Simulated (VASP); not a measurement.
**AgCl (Chlorargyrite): single point with PBE**

**The experiment to reproduce.**

A printed reference work, data compilation reports, for a bulk crystal of AgCl: band gap 3.249 eV (indirect).

The system is AgCl (Chlorargyrite).

```xyz
2
Lattice="0.0000 2.7531 2.7531 2.7531 0.0000 2.7531 2.7531 2.7531 0.0000" Properties=species:S:1:pos:R:3 pbc="T T T"
Ag    0.0000    0.0000    0.0000
Cl    2.7531    2.7531    2.7531
```

```
Program             : VASP 6.6.1
Task                : single point
Functional          : PBE
Potentials or basis : VASP PAW PBE potentials, release 64 (Ag, Cl)
Cutoff              : 500 eV
k mesh              : 6 × 6 × 6
Occupations         : methfessel-paxton, width 0.01 eV
Spin                : no spin polarisation
```

The pressure is 2.6 GPa and the band gap on the k mesh is 0.90 eV, indirect (least direct gap 3.32 eV).

Levels at points of the mesh, in eV from the valence-band top:
| k point | band 7 | band 8 | band 9 | band 10 | band 11 | band 12 |
| --- | --- | --- | --- | --- | --- | --- |
| (0.00, 0.00, 0.00) | -2.41 | -2.41 | -2.41 | 0.90 | 10.84 | 10.84 |
| (0.50, 0.00, 0.00) | -1.82 | 0.00 | 0.00 | 4.18 | 6.65 | 7.63 |
| (0.50, 0.50, 0.00) | -2.02 | -2.02 | -1.92 | 2.35 | 7.99 | 8.70 |

It took 8 s on 1 thread of Intel(R) Xeon(R) Platinum 8559C (Emerald Rapids) (shared host), peak memory 0.16 GiB.

A measured gap of AgCl is 3.249 eV (indirect; a printed reference work, data compilation); the calculated 0.90 eV misses it by -2.35 eV. So large a miss can be the level of theory's own, or it may mean another phase, state or a wrong row. Spin-orbit coupling on Ag is left out. The value is that of PBE on a finite k mesh, which can miss the band edges, without temperature or zero-point motion. Semilocal functionals fall short of measured gaps as a rule.
